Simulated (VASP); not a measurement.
## SiC (Moissanite): zone-centre modes, functional by functional

How much do the zone-centre frequencies of SiC (Moissanite) depend on the functional? The starting structure is a measured crystal structure from the Crystallography Open Database.

Calculated with VASP 6.6.1; Kohn-Sham DFT with plane waves and PAW; LDA, PBEsol, PBE, PBEsol + D3(BJ) and r2SCAN.

## 1. The starting structure

It takes space group P6_3mc (No. 186, hexagonal). The conventional cell has a = 3.081 Å, b = 3.081 Å, c = 15.125 Å, α = 90.00°, β = 90.00°, γ = 120.00°. Si has 4 C at 1.89 Å nearest. Nearest to Si lie 4 C at 1.88 to 1.90 Å. C has 4 Si at 1.89 to 1.90 Å nearest. Nearest to C lie 4 Si at 1.89 Å. Nearest to C lie 4 Si at 1.88 to 1.89 Å. Farther neighbours are not listed.

## 2. Modes with LDA

LDA, the lowest rung, knows the local density alone. The cell comes from a relaxation at this level, not shown (121.87 Å³).

Contents of INCAR:

```
SYSTEM = SiC
PREC = Accurate
ENCUT = 520
EDIFF = 1E-08
NELM = 100
ISMEAR = 0
SIGMA = 0.03
LREAL = .FALSE.
ALGO = Normal
GGA = CA
NBANDS = 36
LORBIT = 11
LWAVE = .FALSE.
LCHARG = .FALSE.
KPAR = 16
IBRION = 6
NFREE = 2
POTIM = 0.015
NSW = 1
ISIF = 2
```

Contents of POSCAR:

```
SiC
1.0
    3.0610042824      0.0000000000      0.0000000000
   -1.5305021412      2.6509074697      0.0000000000
    0.0000000000      0.0000000000     15.0194426681
Si C
6 6
Direct
    0.3333333333      0.6666666667      0.8329886054
    0.6666666667      0.3333333333      0.3329886054
    0.6666666667      0.3333333333      0.6665012699
    0.3333333333      0.6666666667      0.1665012699
    0.0000000000      0.0000000000      0.4997280722
    0.0000000000      0.0000000000      0.9997280722
    0.0000000000      0.0000000000      0.8743687602
    0.0000000000      0.0000000000      0.3743687602
    0.3333333333      0.6666666667      0.7079996376
    0.6666666667      0.3333333333      0.2079996376
    0.6666666667      0.3333333333      0.5415136547
    0.3333333333      0.6666666667      0.0415136547
```

Contents of KPOINTS:

```
Automatic mesh
0
Gamma
9 9 2
0 0 0
```

The projector-augmented-wave data sets are Si and C (LDA family, release 64).

The run is started by

```bash
> mpirun -np 16 vasp_std
```

The program printed:

```text
[banner, memory and clock lines left out]
running   16 mpi-ranks, on    1 nodes
 distrk:  each k-point on    1 cores,   16 groups
 distr:  one band on    1 cores,    1 groups

 POSCAR found type information on POSCAR SiC
 POSCAR found :  2 types and      12 ions
|                                                                             |
|           W    W    AA    RRRRR   N    N  II  N    N   GGGG   !!!           |
|           W    W   A  A   R    R  NN   N  II  NN   N  G    G  !!!           |
|           W    W  A    A  R    R  N N  N  II  N N  N  G       !!!           |
|           W WW W  AAAAAA  RRRRR   N  N N  II  N  N N  G  GGG   !            |
|           WW  WW  A    A  R   R   N   NN  II  N   NN  G    G                |
|           W    W  A    A  R    R  N    N  II  N    N   GGGG   !!!           |
|                                                                             |
|     For optimal performance we recommend to set                             |
|       NCORE = 2 up to number-of-cores-per-socket                            |
|     NCORE specifies how many cores store one orbital (NPAR=cpu/NCORE).      |
|     This setting can greatly improve the performance of VASP for DFT.       |
|     The default, NCORE=1 might be grossly inefficient on modern             |
|     multi-core architectures or massively parallel machines. Do your        |
|     Unfortunately you need to use the default for GW and RPA                |
|     calculations (for HF NCORE is supported but not extensively tested      |
|     yet).                                                                   |
|                                                                             |

 LDA part: xc-table for (Slater(with rela. corr.)+CA(PZ))
 , standard interpolation
 POSCAR, INCAR and KPOINTS ok, starting setup
 FFT: planning ... GRIDC
 FFT: planning ... GRID_SOFT
 FFT: planning ... GRID
 WAVECAR not read
 entering main loop
       N       E                     dE             d eps       ncg     rms          rms(c)
DAV:   1     0.114217684600E+03    0.11422E+03   -0.21835E+04  1728   0.119E+03
DAV:   2    -0.100606742404E+03   -0.21482E+03   -0.20064E+03  2252   0.212E+02
DAV:   3    -0.112232465888E+03   -0.11626E+02   -0.11543E+02  2284   0.468E+01
DAV:   4    -0.112411694043E+03   -0.17923E+00   -0.17882E+00  2240   0.675E+00
DAV:   5    -0.112415539766E+03   -0.38457E-02   -0.38425E-02  2216   0.937E-01    0.227E+01
DAV:   6    -0.100380811150E+03    0.12035E+02   -0.35688E+01  2128   0.220E+01    0.104E+01
DAV:   7    -0.999894751303E+02    0.39134E+00   -0.34785E+00  2296   0.716E+00    0.410E+00
DAV:   8    -0.998861973008E+02    0.10328E+00   -0.23022E-01  2104   0.189E+00    0.144E+00
DAV:   9    -0.998680650095E+02    0.18132E-01   -0.32980E-02  2144   0.800E-01    0.176E-01
DAV:  10    -0.998682091619E+02   -0.14415E-03   -0.16404E-03  2132   0.188E-01    0.954E-02
DAV:  11    -0.998682254074E+02   -0.16246E-04   -0.62735E-05  2192   0.423E-02    0.269E-02
DAV:  12    -0.998682157022E+02    0.97052E-05   -0.19337E-05  2120   0.188E-02    0.135E-02
DAV:  13    -0.998682148442E+02    0.85800E-06   -0.45622E-06  2168   0.855E-03    0.234E-03
DAV:  14    -0.998682148422E+02    0.19600E-08   -0.39513E-07  2228   0.335E-03    0.215E-03
DAV:  15    -0.998682148444E+02   -0.21591E-08   -0.15801E-07  2128   0.169E-03    0.898E-04
DAV:  16    -0.998682148545E+02   -0.10158E-07   -0.63703E-09  1240   0.397E-04    0.552E-04
DAV:  17    -0.998682148576E+02   -0.30323E-08   -0.16112E-09  1248   0.191E-04
   1 F= -.99868215E+02 E0= -.99868215E+02  d E =-.139850E-22
[... from here on, the cycles between the ionic steps are left out ...]
   2 F= -.99865918E+02 E0= -.99865918E+02  d E =-.111350E-20
   3 F= -.99865918E+02 E0= -.99865918E+02  d E =-.111398E-20
   4 F= -.99864657E+02 E0= -.99864657E+02  d E =-.139936E-23
   5 F= -.99864574E+02 E0= -.99864574E+02  d E =-.266490E-22
   6 F= -.99865930E+02 E0= -.99865930E+02  d E =-.102725E-21
   7 F= -.99865930E+02 E0= -.99865930E+02  d E =-.102716E-21
   8 F= -.99864617E+02 E0= -.99864617E+02  d E =-.659469E-23
   9 F= -.99864517E+02 E0= -.99864517E+02  d E =-.221631E-22
  10 F= -.99865940E+02 E0= -.99865940E+02  d E =-.455382E-21
  11 F= -.99865940E+02 E0= -.99865940E+02  d E =-.455336E-21
  12 F= -.99864689E+02 E0= -.99864689E+02  d E =-.245121E-23
  13 F= -.99864602E+02 E0= -.99864602E+02  d E =-.675949E-22
  14 F= -.99865969E+02 E0= -.99865969E+02  d E =-.117140E-21
  15 F= -.99865969E+02 E0= -.99865969E+02  d E =-.117054E-21
  16 F= -.99865016E+02 E0= -.99865016E+02  d E =-.166667E-21
  17 F= -.99865102E+02 E0= -.99865102E+02  d E =-.373128E-24
  18 F= -.99865937E+02 E0= -.99865937E+02  d E =-.571289E-21
  19 F= -.99865937E+02 E0= -.99865937E+02  d E =-.571294E-21
  20 F= -.99864982E+02 E0= -.99864982E+02  d E =-.202729E-21
  21 F= -.99865069E+02 E0= -.99865069E+02  d E =-.107667E-11
  22 F= -.99865968E+02 E0= -.99865968E+02  d E =-.256524E-21
  23 F= -.99865968E+02 E0= -.99865968E+02  d E =-.256350E-21
  24 F= -.99864954E+02 E0= -.99864954E+02  d E =-.106937E-10
 Finite differences progress:
  Degree of freedom:  12/ 12
  Displacement:        1/  2
  Total:              23/ 24
 bond charge predicted
       N       E                     dE             d eps       ncg     rms          rms(c)
DAV:   1    -0.998695377602E+02   -0.45834E-02   -0.21471E+00  1756   0.733E+00    0.431E-01
DAV:   2    -0.998657766136E+02    0.37611E-02   -0.19730E-02  2240   0.913E-01    0.158E-01
DAV:   3    -0.998649743895E+02    0.80222E-03   -0.36111E-03  2256   0.428E-01    0.630E-02
DAV:   4    -0.998650691109E+02   -0.94721E-04   -0.17417E-03  2148   0.196E-01    0.531E-02
DAV:   5    -0.998650595755E+02    0.95354E-05   -0.47564E-05  2240   0.363E-02    0.314E-02
DAV:   6    -0.998650545326E+02    0.50429E-05   -0.27605E-05  2164   0.243E-02    0.896E-03
DAV:   7    -0.998650536239E+02    0.90870E-06   -0.28810E-06  2280   0.972E-03    0.347E-03
DAV:   8    -0.998650535209E+02    0.10308E-06   -0.15309E-06  2120   0.504E-03    0.161E-03
DAV:   9    -0.998650535124E+02    0.84583E-08   -0.64658E-08  2272   0.175E-03
  25 F= -.99865054E+02 E0= -.99865054E+02  d E =-.171927E-20
 Finite differences progress:
  Degree of freedom:  12/ 12
  Displacement:        2/  2
  Total:              24/ 24
```

The job ended after 7.4 min (16 MPI ranks of Intel Xeon Platinum 8175M at 2.50GHz (Skylake/Cascade Lake), shared host; peak memory 9.6 GiB; 1.5 h of CPU time).

The logs omit lines about the potential files and the build; timing stands in the text.

(Continued in part 2 of 4.)

[Lines on the potential files, build, host, timing and source positions are cut from VASP's logs without a mark.]

[Logs are printed without paths, hosts, clocks, repeated set-up lines and the standing remarks that a program may print on its own settings, such as how far it seeks lower states.]

[Hosts, paths, dates, database ids (printed as entryN), source tags and the programs' standing remarks are cut or masked in the printed files.]
